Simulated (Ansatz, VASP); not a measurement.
# Sb: VASP beside Ansatz

```
CELL_PARAMETERS angstrom
-1.52480 1.52480 2.51264
1.52480 -1.52480 2.51264
1.52480 1.52480 -2.51264
ATOMIC_POSITIONS crystal
Sb 0.00000 0.00000 0.00000
```

Change from the starting cell: volume scaled by 1.04, crystal datasets.

Alike in both runs: task electric field gradients; functional PBE; k mesh 19 × 19 × 19; occupations fermi-dirac, width 0.05 eV; no spin polarisation.

|  | VASP | Ansatz |
| --- | --- | --- |
| version | VASP 6.6.1 | Ansatz 0.2.0 |
| potentials or method | VASP PAW PBE potentials, release 64 (Sb), cutoff 520 eV | all-electron PAW with datasets made for the crystal, scalar-relativistic |

VASP gave:

| Item | Value |
| --- | --- |
| pressure (GPa) | 14.2 |
| largest component of the traceless stress (GPa) | 1.03 |
| Vzz of the field gradient on the site that differs most (V/Å²) | 39.3 |

Problem. Estimate Ansatz's values.

Solution. Pressure (GPa): 14.3; largest component of the traceless stress (GPa): 0.96; Vzz of the field gradient on the site that differs most (V/Å²): 40.3.

Ansatz ran all-electron here, so the differences hold the error of VASP's frozen core and of both bases. Ansatz warned: «gradients_without_spin_orbit».

Spin-orbit coupling is left out, which matters for the levels of Sb.
